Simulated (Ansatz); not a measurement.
Method: DFT PBE, scalar-relativistic, plane waves, PAW in Ansatz. Several structures of Mg₂B₃ were relaxed, and the powder pattern of one of them was computed from 10° to 70° in 2θ (λ = 1.5406 Å; lines under 1 % are left out).

Cu Kα1 powder pattern (kinematic, no thermal factors).
```json
{"2θ (°)": "26.41", "relative intensity": "12"}
{"2θ (°)": "32.75", "relative intensity": "100"}
{"2θ (°)": "38.60", "relative intensity": "17"}
{"2θ (°)": "46.61", "relative intensity": "63"}
{"2θ (°)": "47.38", "relative intensity": "33"}
{"2θ (°)": "54.37", "relative intensity": "2"}
{"2θ (°)": "58.13", "relative intensity": "19"}
{"2θ (°)": "62.07", "relative intensity": "24"}
{"2θ (°)": "66.17", "relative intensity": "12"}
{"2θ (°)": "68.65", "relative intensity": "10"}
```

**Question.** Which structure gives it?
1.

```
Mg B
1.0
     1.52647    0.88131    7.04511
    -1.52647    0.88131    7.04511
     0.00000   -1.76262    7.04511
Mg B
2 3
Cartesian
  0.0000 0.0000 8.7644
  0.0000 0.0000 12.3710
  0.0000 0.0000 0.0000
  0.0000 0.0000 3.5090
  0.0000 0.0000 17.6264
```

2.

```
Mg B
1.0
     3.02490    0.00000    0.00000
    -1.51245    2.61964    0.00000
     0.00000    0.00000    7.66289
Mg B
2 3
Direct
  0.33333 0.66667 0.21604
  0.66667 0.33333 0.78396
  0.00000 0.00000 0.00000
  0.33333 0.66667 0.51287
  0.66667 0.33333 0.48713
```

3.

```
Mg B
1.0
     3.89411    0.00000    0.00000
    -1.94705    3.37240    0.00000
     0.00000    0.00000    4.66074
Mg B
2 3
Direct
  0.66667 0.33333 0.50000
  0.33333 0.66667 0.00000
  0.00000 0.00000 0.67415
  0.00000 0.00000 0.32585
  0.66667 0.33333 0.00000
```

**Answer.** 3. Its strongest line, at 2θ = 32.75°, has d = λ/(2 sin θ) = 2.732 Å and is the (1 0 1) reflection of the conventional P-6m2 cell with a = 3.894 Å, c = 4.661 Å. The others have their strongest lines at 40.2° (1); 36.2° (2).

The cells needn't be stable.
